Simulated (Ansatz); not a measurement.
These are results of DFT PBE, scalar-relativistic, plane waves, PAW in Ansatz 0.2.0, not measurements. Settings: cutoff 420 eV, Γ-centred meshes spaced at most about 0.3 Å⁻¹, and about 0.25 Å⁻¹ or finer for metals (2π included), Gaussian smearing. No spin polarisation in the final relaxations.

All energies are static (0 K, no zero-point motion).

Compare these two cells of B, each relaxed at this level.

1. Space group I-4m2 (No. 119), tetragonal, a = 3.130 Å, c = 5.424 Å. Around B on a site of symmetry 2mm lie 3 B at 1.65–1.68 Å; B on a site of symmetry -4m2 is surrounded by 4 B at 1.65 Å.

2. Space group R32 (No. 155), trigonal, a = 5.039 Å, c = 10.356 Å. B on a site of symmetry 3 is surrounded by 4 B at 1.82–1.91 Å and 3 B at 2.06 Å; B on a site of symmetry 2 is surrounded by 4 B at 1.74–1.80 Å and 2 B at 1.91 Å; B on a site of symmetry 1 has 5 B at 1.72–1.83 Å and 2 B at 2.06–2.15 Å.

Question: Which form is favoured at zero pressure, and by what margin per atom?

Answer: Cell 1 is lower, by 137 meV/atom. Cell 1 has space group I-4m2 (No. 119), 8.9 Å³/atom and no gap on its mesh; cell 2 has space group R32 (No. 155), 6.9 Å³/atom and no gap. Counting all near atoms (those within 1.25 times the shortest such distance or 1.15 times the sum of covalent radii; a plus sign parts nearer from farther groups; a slash parts the counts of unlike sites), cell 1 has B 3/4 and cell 2 has B 5+1/6/7. The lower one is the more open, so pressure narrows the difference. Both come from invented guesses. A third cell relaxed alike, in Cm, lies 0.30 eV/atom below the lower of the two; the I-4m2 cell fell into it when its atoms were moved at random. The part of the Crystallography Open Database at hand lists B in space groups No. 58, 134, 166; no cell shown has one of them.

Cells relaxed within their symmetry can be saddle points.
